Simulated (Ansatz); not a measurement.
OF₂ — ¹⁷O NMR of the central transition

Cell: a Materials Project structure (computed, not necessarily an observed phase), atoms as given.

```cif
data_OF2
_symmetry_space_group_name_H-M 'Pnma'
_symmetry_Int_Tables_number 62
_cell_length_a 9.5808
_cell_length_b 3.1498
_cell_length_c 5.4113
_cell_angle_alpha 90.000
_cell_angle_beta 90.000
_cell_angle_gamma 90.000
loop_
_atom_site_label
_atom_site_type_symbol
_atom_site_symmetry_multiplicity
_atom_site_Wyckoff_symbol
_atom_site_fract_x
_atom_site_fract_y
_atom_site_fract_z
O O 4 c 0.3804 0.2500 0.9190
F5 F 4 c 0.9532 0.2500 0.8091
F9 F 4 c 0.2383 0.2500 0.8479
```

One atom of each set is listed.

Computed with Ansatz: DFT, r2SCAN, plane waves and PAW, scalar-relativistic, 500 eV cutoff, Γ-centred 4×10×6 k-points, Fermi–Dirac smearing 0.05 eV.

¹⁷O has I = 5/2 and Q = -25.58 mb (Pyykkö 2018); at 18.8 T its Larmor frequency is ν₀ = 108.6 MHz. Only the quadrupole interaction is simulated: positions count from each site's isotropic chemical shift, and shift anisotropy, dipolar and J coupling are left out.

Problem. What does the ¹⁷O spectrum (static powder) show for each site?

Solution. 

```csv
site,first shell,C_Q (MHz),η,P_Q (MHz),δ_QIS (ppm),breadth (kHz)
O,"2 F at 1.42 Å, angle 104°; also 4 O at 2.92–3.15 Å",29.2,0.28,29.6,-446,308
```

δ_QIS = −(ν_Q²/30ν₀²)[I(I+1) − 3/4](1 + η²/3) × 10⁶ ppm with ν_Q = 3|C_Q|/[2I(2I−1)]; it falls as 1/B₀² in ppm, and the breadth as 1/B₀ in kHz.

At O V_zz stands upright on the plane of its two bonds (within 1°).

The largest force is 0.6 eV/Å, so the atoms aren't at the calculated equilibrium and relaxing them would move these values.
